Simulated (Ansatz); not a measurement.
# From PBEsol to G0W0: Si5BPC5 (zincblende [110] superlattice)

How far does one-shot GW move the PBEsol gap of Si5BPC5 (zincblende [110] superlattice)?

Calculated with Ansatz 0.2.0; PBEsol, then G0W0 on it, plane waves, PAW.

Report form: the programs' logs are mostly left out.

In doubt: masses and optical values from hybrid runs of this build are listed as unsure (in some of the runs), which bears on the screening that GW takes from such a start.

### Step 1. The structure

The cell holds 12 atoms: 1 B, 1 P, 5 Si and 5 C. Its edges and angles: a = 3.145 Å, b = 4.448 Å, c = 9.185 Å, α = 90.0°, β = 90.0°, γ = 90.0°. It derives from BP. Regions: BP, 2 atoms (1 B and 1 P); SiC, 10 atoms (5 Si and 5 C). The structure's axis is c.

The start is a generated structure, not a measured one.

The logs state that the PAW files were generated under PBE.

### Step 2. Relaxation

The structure is relaxed first.

This step: DFT, PBEsol, plane waves, PAW; PAW set soft_1.

input.yaml reads:

```yaml
crystal:
  lattice:
    - [3.1452109627, 0.0, 0.0]
    - [0.0, 4.448, 0.0]
    - [0.0, 0.0, 9.1849374628]
  atoms:
    - { symbol: B, position: [0.0, 0.0, 0.0821785512] }
    - { symbol: P, position: [0.5, 0.25, 0.0821785512] }
    - { symbol: Si, position: [0.5, 0.5, 0.2603930392] }
    - { symbol: C, position: [0.0, 0.75, 0.2603930392] }
    - { symbol: Si, position: [0.0, 0.0, 0.4247501416] }
    - { symbol: C, position: [0.5, 0.25, 0.4247501416] }
    - { symbol: Si, position: [0.5, 0.5, 0.589107244] }
    - { symbol: C, position: [0.0, 0.75, 0.589107244] }
    - { symbol: Si, position: [0.0, 0.0, 0.7534643464] }
    - { symbol: C, position: [0.5, 0.25, 0.7534643464] }
    - { symbol: Si, position: [0.5, 0.5, 0.9178214488] }
    - { symbol: C, position: [0.0, 0.75, 0.9178214488] }
kpoints:
  mp_grid: { grid: [6, 6, 2] }
hamiltonian:
  xc: pbesol
  pseudopotentials: { kind: paw, azcp: { folder: soft_1 }, xc_functional: pbe }
scf:
  occupations: { method: fermi_dirac, width: 0.02 }
relax:
  f_tol: 0.015
  max_steps: 100
  cell: {}
```

On the command line:

```
$ ansatz run input.yaml --threads 4 --pin off --max-ram 17510MiB --backend cpu --events-out ev --progress --plain --runs-dir out
```

Wall time 27 s (4 threads of Arm Neoverse V1, shared host); peak memory 0.46 GiB; 1.7 min of CPU time.

Relaxation path:

```csv
step,energy less that of the first step (eV),largest force component (eV/Å),pressure (GPa),volume (Å³)
1,0.0000,8.3480,5.35,128.50
2,-2.4095,1.3164,-1.15,128.94
3,-2.5913,0.8075,-0.53,128.14
4,-2.6443,0.2208,0.09,127.67
5,-2.6466,0.0687,0.01,127.74
6,-2.6470,0.0087,0.00,127.73
7*,-2.6467,0.0088,0.00,127.73
8,-2.6467,0.0034,0.01,127.73
9*,-2.6467,0.0034,0.01,127.73
```

Relaxation steps marked * repeat the geometry before them on a plane-wave basis chosen anew for their cell, so energy and pressure can jump there.

Forces are held to the 2 operations that the run works with; a distortion that breaks them can't arise in this run.

```csv
cell as run,before,after,change
a (Å),3.145,3.104,-1.3 %
b (Å),4.448,4.418,-0.7 %
c (Å),9.185,9.315,+1.4 %
volume (Å³/atom),10.71,10.64,-0.6 %
```

The atoms that moved most (Å, as changes of fractional coordinates times the final cell):

```csv
atom,dx,dy,dz,length
B1,0.000,-0.279,0.054,0.284
P2,0.000,-0.224,0.054,0.230
Si11,0.000,0.091,-0.093,0.130
Si3,0.000,0.091,0.072,0.116
C4,0.000,0.040,-0.091,0.099
C12,0.000,0.040,0.069,0.080
Si5,0.000,0.046,-0.045,0.064
Si9,0.000,0.046,0.023,0.052
```

### Step 3. The PBEsol band structure

Levels along a band path and on the mesh show where this functional puts the band edges.

input.yaml reads:

```yaml
crystal:
  lattice:
    - [3.1040577841, 0.0, 0.0]
    - [0.0, 4.4176228457, 1.0201e-06]
    - [0.0, 2.1064e-06, 9.314878733]
  atoms:
    - { symbol: B, position: [0.0, -0.0630640916, 0.0879521971] }
    - { symbol: P, position: [0.5, 0.1993212599, 0.0879523913] }
    - { symbol: Si, position: [0.5, 0.5206301293, 0.2680755177] }
    - { symbol: C, position: [0.0, 0.7590498563, 0.2506720883] }
    - { symbol: Si, position: [0.0, 0.0104186421, 0.4199577957] }
    - { symbol: C, position: [0.5, 0.258045131, 0.425786261] }
    - { symbol: Si, position: [0.5, 0.5090538712, 0.5879529891] }
    - { symbol: C, position: [0.0, 0.7584025738, 0.5879516152] }
    - { symbol: Si, position: [0.0, 0.0104173392, 0.7559473757] }
    - { symbol: C, position: [0.5, 0.2580448968, 0.750119737] }
    - { symbol: Si, position: [0.5, 0.5206316804, 0.9078289643] }
    - { symbol: C, position: [0.0, 0.7590487117, 0.9252326099] }
kpoints:
  mp_grid: { grid: [8, 6, 4] }
  band_path:
    path:
      - [0.0, 0.0, 0.0]
      - [-0.5, 0.0, 0.0]
      - [-0.5, 0.0, 0.5]
      - [0.0, 0.0, 0.5]
      - [0.0, 0.0, 0.0]
      - [0.0, -0.5, 0.5]
      - [-0.5, -0.5, 0.5]
      - [-0.5, 0.0, 0.0]
      - [-0.5, -0.5, 0.0]
      - [0.0, -0.5, 0.0]
      - [0.0, 0.0, 0.0]
    npoints: 10
hamiltonian:
  xc: pbesol
  pseudopotentials: { kind: paw, azcp: { folder: soft_1 }, xc_functional: pbe }
scf:
  occupations: { method: fermi_dirac, width: 0.02 }
  n_extra_bands: 8
output:
  eigenvalues: true
  forces: true
  stress: true
  write_density: true
  write_potential: true
  elf: true
  volumetric_format: npy
```

Run time: 15 s. Hardware: 4 threads; peak memory 0.59 GiB.

Numbers from this step:

- pressure: -0.02208 GPa
- filled bands: 24
- gap: 0.2647 eV
- valence top at: B
- conduction bottom at: D
- least direct gap: 0.5709 eV

Over mesh and path the gap is 0.265 eV, from k = (0.000, 0.000, 0.500) to k = (-0.500, 0.000, 0.500). The least direct gap found is 0.571 eV, at k = Γ. The program's warnings for this run: structure snapped to symmetry.

The electronic bands at the labelled points (eV, zero at the top of the highest nominally filled band):

```csv
point,band 21,band 22,band 23,band 24,band 25,band 26,band 27,band 28
Γ,-1.12,-0.55,-0.44,-0.02,0.55,2.72,2.79,3.16
halfway,-2.98,-2.80,-2.01,-0.72,2.08,2.31,2.37,3.88
Z,-3.88,-3.80,-2.28,-1.48,1.28,1.42,1.60,2.09
halfway,-3.75,-3.60,-2.64,-1.92,0.59,0.98,2.49,2.52
D,-3.48,-3.30,-2.95,-2.72,0.26,0.73,2.40,2.68
halfway,-2.65,-2.20,-1.93,-1.85,2.49,2.95,3.26,3.28
B,-1.66,-0.99,-0.92,0.00,1.39,1.77,3.96,4.59
halfway,-1.03,-1.02,-0.62,-0.01,0.92,2.20,3.25,3.73
Γ,-1.12,-0.55,-0.44,-0.02,0.55,2.72,2.79,3.16
halfway,-1.58,-1.22,-0.92,-0.51,1.53,2.72,3.68,4.16
A,-1.93,-1.69,-1.50,-0.93,3.18,3.66,3.80,3.93
halfway,-2.22,-1.67,-1.57,-1.45,3.75,4.40,4.42,4.44
E,-2.60,-2.39,-2.31,-1.88,3.68,3.92,4.11,4.24
halfway,-3.04,-2.92,-2.42,-1.82,1.87,2.13,2.63,2.79
Z,-3.88,-3.80,-2.28,-1.48,1.28,1.42,1.60,2.09
halfway,-3.26,-2.83,-2.23,-1.39,1.75,1.99,2.40,2.62
C2,-2.18,-1.91,-1.53,-1.34,3.47,3.58,4.14,4.38
halfway,-2.27,-2.08,-1.91,-1.61,3.54,3.68,4.04,4.36
Y2,-2.21,-1.80,-1.54,-0.94,2.47,3.04,4.17,4.21
halfway,-1.61,-1.36,-1.16,-0.50,1.18,3.20,3.25,3.70
Γ,-1.12,-0.55,-0.44,-0.02,0.55,2.72,2.79,3.16
```

Valence density in the cb plane at fractional x = 0.000, with atoms of B and C and Si within 0.2 Å of it. It is the smooth field of the valence electrons, not physical close to the nuclei.

Ten even steps from '_' (0.1 e/Å³) to '@' (1.6 e/Å³), each cell a mean:
```
==--::--==--======--....::--========::....--======--
++==--==++##@@@@**==::..--++%%@@%%**--::::--**%%@@%%
++--::--++@@@@@@##--....::++@@@@@@**::....::**@@@@@@
--..__..--**@@@@++..____..--##@@%%==..____..==%%@@##
..______..--++++::..______..==++==::________::==++--
__________..::....__________..::..__________....::..
____________________________________________________
____________________________________________________
____________________....______________....__________
__......__________........__________........________
..::--::..________..........______............______
::------::......::..____..::......::..____..::......
```
Columns run along c (9.3 Å), rows up along b (4.4 Å). Atoms in or near the plane, at fractional coordinates: B at (0.09, 0.94), C at (0.25, 0.76), Si at (0.42, 0.01), C at (0.59, 0.76), Si at (0.76, 0.01), C at (0.93, 0.76).

ELF in the cb plane at fractional x = 0.000, with atoms of B and C and Si within 0.2 Å of it. It is the smooth field of the valence electrons, not physical close to the nuclei.

Ten even steps from '0' (0.01) to '9' (0.91), each cell a mean:
```
72027889984379989973389988
96269957996489858995599758
97579602775478504884477305
75347634652147535752246536
41014677630025777520026777
20001466410002565300013665
00000122100000232000001231
00000000001100000001100000
01211000012321000123320000
13442000133332100233331000
24553112322222222322223211
42124446743436666633347644
```
Columns run along c (9.3 Å), rows up along b (4.4 Å). Atoms in or near the plane, at fractional coordinates: B at (0.09, 0.94), C at (0.25, 0.76), Si at (0.42, 0.01), C at (0.59, 0.76), Si at (0.76, 0.01), C at (0.93, 0.76).

### Step 4. One-shot GW

G0W0 replaces the xc potential by a self-energy built once from the orbitals of the start. Levels are corrected in the window of bands that the input names, at points of the mesh.

This step: G0W0 on PBEsol, plane waves, PAW; PAW set soft_1.

input.yaml, the sections that differ from step 3:

```yaml
kpoints:
  mp_grid: { grid: [4, 4, 2] }
scf:
  occupations: { method: fixed }
gw:
  n_empty_bands: 334
  ecut_chi: 110.0
  qp_bands: [v4, c4]
  qp_kpoints: band_edges
  screening: { model: contour_deformation }
# crystal, hamiltonian: as in step 3
# output: removed
```

It took 4.8 min on 4 threads; peak memory 2 GiB.

This step gave:

```
bands summed                                    : 358
RPA ε∞ on this mesh (eigenvalues)               : 7.576, 7.892, 9.013
plane waves in the screening matrix             : 345
q-points in the mesh                            : 32
G0W0 gap over the corrected points              : 1.052 eV
k of the valence top                            : 0, 0, -0.5
k of the conduction bottom                      : -0.5, 0, -0.5
starting gap on the mesh                        : 0.2553 eV
Z at the valence top                            : 0.7881
Z at the conduction bottom                      : 0.8116
least direct G0W0 gap over the corrected points : 1.377 eV
```

Over 9 of 18 irreducible mesh points the G0W0 gap is 1.052 eV, from k = (0.000, 0.000, -0.500) to k = (-0.500, 0.000, -0.500). The PBEsol gap of this run on the mesh is 0.255 eV. The two states that bound the G0W0 gap lie that far apart at the start, so the correction of the gap is 1.052 − 0.255 = +0.797 eV. The start of this run differs from the step before in mesh (8×6×4 and 4×4×2) and occupations. The program's warnings for this run: structure snapped to symmetry.

Labels follow the order of the start: v1 is the top filled band, c1 the lowest empty one; levels that stay degenerate share a row, the window can cut a multiplet, doubted levels are not marked in this list, bands outside the window were not corrected, and the list may be a part of the corrected levels. Levels before and after the correction, in eV, zero at the valence-band top of each column:

```csv
,conduction bottom,valence top
Kohn-Sham,0.26,0.00
G0W0,1.05,0.00
```

```
                      level  occupation  energy (eV)
Kohn-Sham     (0 0 -0.5) v3           2       -0.986
Kohn-Sham     (0 0 -0.5) v2           2       -0.918
Kohn-Sham     (0 0 -0.5) v1           2        0.000
Kohn-Sham     (0 0 -0.5) c1           0        1.379
Kohn-Sham     (0 0 -0.5) c2           0        1.763
Kohn-Sham     (0 0 -0.5) c3           0        3.947
Kohn-Sham  (-0.5 0 -0.5) v3           2       -3.301
Kohn-Sham  (-0.5 0 -0.5) v2           2       -2.956
Kohn-Sham  (-0.5 0 -0.5) v1           2       -2.726
Kohn-Sham  (-0.5 0 -0.5) c1           0        0.255
Kohn-Sham  (-0.5 0 -0.5) c2           0        0.720
Kohn-Sham  (-0.5 0 -0.5) c3           0        2.392
     G0W0     (0 0 -0.5) v3           2       -0.980
     G0W0     (0 0 -0.5) v2           2       -0.927
     G0W0     (0 0 -0.5) v1           2        0.000
     G0W0     (0 0 -0.5) c1           0        2.241
     G0W0     (0 0 -0.5) c2           0        2.630
     G0W0     (0 0 -0.5) c3           0        4.895
     G0W0  (-0.5 0 -0.5) v3           2       -3.434
     G0W0  (-0.5 0 -0.5) v2           2       -3.064
     G0W0  (-0.5 0 -0.5) v1           2       -2.906
     G0W0  (-0.5 0 -0.5) c1           0        1.052
     G0W0  (-0.5 0 -0.5) c2           0        1.516
     G0W0  (-0.5 0 -0.5) c3           0        3.276
```

The parts of the quasiparticle energy for the two states that bound the G0W0 gap, in eV on the run's own scale (QP = start + Σx + Σc − Vxc, with Σc at the quasiparticle energy):

```csv
edge,k,band,start,Σx,Σc,Vxc,Z,QP
valence top,"(0.000, 0.000, -0.500)",24,9.975,−17.680,1.744,−15.511,0.788,9.551
conduction bottom,"(-0.500, 0.000, -0.500)",25,10.230,−7.494,−3.896,−11.762,0.812,10.603
```

### Step 5. Side by side

Each gap is the least one over the points named; times are wall times on shared hosts, not benchmarks. A G0W0 time includes the run's own self-consistent start. Rows marked * are further runs, not shown as steps, whose inputs differ from the G0W0 step on the same start in the columns given; solver thresholds can differ too. Symmetry makes (0.000, 0.000, 0.500) and (0.000, 0.000, -0.500) one point. Symmetry makes (-0.500, 0.000, 0.500) and (-0.500, 0.000, -0.500) one point.

| level | mesh | files, cutoff | bands summed, screening | points | gap (eV) | valence top | conduction bottom | least direct gap (eV) | time |
| --- | --- | --- | --- | --- | --- | --- | --- | --- | --- |
| PBEsol | 8×6×4 | soft_1 PAW, 420 eV | - | mesh and path | 0.265 | (0.000, 0.000, 0.500) | (-0.500, 0.000, 0.500) | 0.571 | 15 s |
| G0W0@PBEsol* | 4×4×2 | soft_1 PAW, 420 eV | 108, 44 eV | 9 of 18 irreducible mesh points | 0.749 | (0.000, 0.000, -0.500) | (-0.500, 0.000, -0.500) | 1.071 | 35 s |
| G0W0@PBEsol | 4×4×2 | soft_1 PAW, 420 eV | 358, 110 eV | 9 of 18 irreducible mesh points | 1.052 | (0.000, 0.000, -0.500) | (-0.500, 0.000, -0.500) | 1.377 | 4.8 min |

### Step 6. Results

- PBEsol gap over mesh and path: 0.265 eV, from k = (0.000, 0.000, 0.500) to k = (-0.500, 0.000, 0.500)
- G0W0@PBEsol gap over 9 of 18 irreducible mesh points: 1.052 eV, from k = (0.000, 0.000, -0.500) to k = (-0.500, 0.000, -0.500)
- GW settings: 4×4×2 mesh, 334 empty bands, screening to 110 eV, PAW set soft_1 files
- known limits: finite bands, screening cutoff and k mesh; no spin-orbit coupling in G0W0

**Reading.** Over 9 of 18 irreducible mesh points the G0W0 gap is 1.052 eV, from k = (0.000, 0.000, -0.500) to k = (-0.500, 0.000, -0.500). The PBEsol gap of this run on the mesh is 0.255 eV. The two states that bound the G0W0 gap lie that far apart at the start, so the correction of the gap is 1.052 − 0.255 = +0.797 eV. The valence state moves by 9.551 − 9.975 = −0.424 eV and the conduction state by 10.603 − 10.230 = +0.373 eV, on the run's own scale; with 108 bands the edge states move by +0.313 and +0.806 eV, so the split between the edges depends on the bands and cutoff. Both edges that PBEsol shows over mesh and path lie at k points where levels were corrected. Levels at other points were not corrected, so a lower G0W0 gap elsewhere in the zone is not ruled out. From 108 bands and 44 eV to 358 bands and 110 eV the gap moves by 1.052 − 0.749 = +0.303 eV; bands and screening cutoff rise together, so their parts are not told apart. Two runs can't test a law of convergence, so the limit is not known. G0W0 on other starts in this series, not shown as steps and not all at these settings: 1.194 eV on HSE06 (4×4×2, soft_1 PAW, 179 bands, 66 eV). For the G0W0 step: the program's warnings for this run: structure snapped to symmetry. For the further run with 108 bands on the 4×4×2 mesh, the program warns: structure snapped to symmetry. The G0W0 runs are scalar-relativistic. No pair of G0W0 runs that differ in the mesh alone is shown (4×4×2 is a supercell whose nearest images lie 12 Å apart), so the error from the mesh is not known here. G0W0 is shown with one set of atomic data (soft_1 PAW), so the error from the files is not known here.

[Paths, hosts, dates, memory and timing lines, banners, echoed tables and standing remarks are left out of the program output.]

[Logs are printed without paths, hosts, clocks, repeated set-up lines and the standing remarks that a program may print on its own settings, such as how far it seeks lower states.]

[Runs of the session that timed out or met a known fault of the program may be left out.]

[Cells called generated may have been cut or substituted from an entry of the Crystallography Open Database or the Materials Project.]

[Hosts, paths, dates, database ids (printed as entryN), source tags and the programs' standing remarks are cut or masked in the printed files.]

[Where an RPA ε∞ is given, it is that of the G0W0 mesh and is not shown converged in it. Names of k-points follow the symmetry that the program found, which can be lower than the space group named. Band edges on a path are those of the sampled points; other points can move an edge, and change direct to indirect where valleys lie close.]

[Hybrid gaps are those of their k-mesh and are not shown converged in it.]
